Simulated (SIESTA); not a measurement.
Crystal: CuI (Marshite).

```
CELL_PARAMETERS angstrom
0.00000 3.03150 3.03150
3.03150 0.00000 3.03150
3.03150 3.03150 0.00000
ATOMIC_POSITIONS crystal
I 0.00000 0.00000 0.00000
Cu 0.75000 0.75000 0.75000
```

Base run:

| Property | Result |
| --- | --- |
| Program | SIESTA 5.4.2 |
| Functional | vdW-DF-cx |
| Potentials or basis | PseudoDojo 0.4 standard (PBE files) |
| Basis | DZP (energy shift 0.003 Ry; two zetas on semicore shells) |
| Grid cutoff | 800 Ry |
| Energy shift | 0.003 Ry |
| k mesh | 8 × 8 × 8 |
| Occupations | fermi-dirac, width 0.05 eV |
| Spin | no spin polarisation |

Its results: band gap on the k mesh 1.66 eV, direct; pressure -0.6 GPa.

After a change of settings the same cell gave: band gap on the k mesh 1.78 eV, direct; pressure 4.7 GPa. Which change was it?
A. functional from vdW-DF-cx to BLYP
B. functional from vdW-DF-cx to LDA; potentials or basis from PseudoDojo 0.4 standard (PBE files) to PseudoDojo 0.4 standard (LDA files)
C. functional from vdW-DF-cx to PBEsol; potentials or basis from PseudoDojo 0.4 standard (PBE files) to PseudoDojo 0.4 standard (PBEsol files)
D. basis from DZP (energy shift 0.003 Ry; two zetas on semicore shells) to DZP (energy shift 0.002 Ry); energy shift from 0.003 Ry to 0.002 Ry

A.

Caveats: short orbitals over semicore shells can move pressures by several GPa; the potentials were made for another functional, which shifts forces and pressure; spin-orbit coupling is left out, which moves the levels of the heavy elements; the basis of atomic orbitals isn't converged, which shifts pressures, moduli and gaps.

Not every run made on this cell is shown here.
